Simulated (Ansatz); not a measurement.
HfC: what symmetry allows forces and stress to be

```yaml
crystal:
  lattice:
    - [3.44225, 0.00000, 0.00000]
    - [-1.72112, 2.98108, 0.00000]
    - [0.00000, 0.00000, 5.66955]
  atoms:
    - { symbol: Hf, position: [0.66667, 0.33333, 0.75000] }
    - { symbol: Hf, position: [0.33333, 0.66667, 0.25000] }
    - { symbol: C, position: [0.00000, 0.00000, 0.02718] }
    - { symbol: C, position: [0.00000, 0.00000, 0.47282] }
```

Theory: DFT PBE, scalar-relativistic, plane waves, PAW (Ansatz 0.2.0).

Cutoff 420 eV; k points 12×12×8 on the computed 4-atom cell (Γ-centred); Gaussian smearing, width 0.10 eV; no spin polarisation.

This distorted cell has space group P-6m2, with 12 operations.

Without a calculation: in which directions can each atom feel a force?

A force must be left unchanged by every operation that keeps its atom in place, so it lies in the space that those operations leave fixed. Atoms that the group maps onto each other feel forces of one size.
| atom | site symmetry | operations at the site | equivalent to atom | allowed force (Cartesian) |
| --- | --- | --- | --- | --- |
| Hf1 | -6m2 | 12 | 1 | none |
| Hf2 | -6m2 | 12 | 2 | none |
| C3 | 3m. | 6 | 3 | along (0.00, 0.00, 1.00) |
| C4 | 3m. | 6 | 3 | along (0.00, 0.00, 1.00) |

That leaves 1 independent force component of 12. A relaxation in this cell that keeps the symmetry moves the atoms in these directions alone.

And the stress tensor?

It must be invariant under the point group, which leaves 2 independent components: yz, xz, xy vanish; xx = yy.

Do the computed values obey this?

Yes. Forces (eV/Å):
```
Hf1  0.000  0.000  0.000
Hf2  0.000  0.000  0.000
C3   0.000  0.000 -1.658
C4   0.000  0.000  1.658
```

Stress (GPa, compression positive, xx yy zz yz xz xy): -20.20 -20.20 -29.49 0.00 0.00 0.00. The program imposes the same operations on density, forces and stress, so this confirms the analysis and is no independent test of the calculation.

Spin–orbit coupling is left out, which can shift energies with elements as heavy as these.

This form isn't the usual stable structure of the compound.